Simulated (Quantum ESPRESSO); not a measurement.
# CoO in Quantum ESPRESSO: the effect of functional

Crystal: CoO.

```
Co O
1.0
    -1.50800    1.50800    2.10725
     1.50800   -1.50800    2.10725
     1.50800    1.50800   -2.10725
Co O
1 1
Direct
  0.00000 0.00000 0.00000
  0.50000 0.50000 0.00000
```

Alike in all runs:

- Program: Quantum ESPRESSO 7.5
- Task: single point
- Potentials or basis: PseudoDojo 0.4.1 SR PBEsol standard
- Cutoff: 1306 eV
- Density cutoff: 5225 eV
- k mesh: 9 × 9 × 9
- Occupations: gaussian, width 0.05 eV
- Spin: collinear spin, ferromagnetic start
- Starting moments: [3.0, 0.0] μB
- Hubbard terms: Co d U = 2 eV

**Question.** One run gave: pressure -7.6 GPa. Which functional did it use?
A. RPBE
B. revPBE
C. PW91
D. PBEsol
E. LDA

**Answer.** D.

| functional | pressure (GPa) |
| --- | --- |
| LDA | -16.5 |
| PBEsol | -7.6 |
| revPBE | 5.5 |
| RPBE | 7.1 |
| PW91 | 0.6 |

Caveats: a cell with one magnetic atom can't hold antiferromagnetic order, which such compounds often take; the potentials were made for another functional, which shifts forces and pressure (some runs).

Runs at the PBE level aren't shown here.
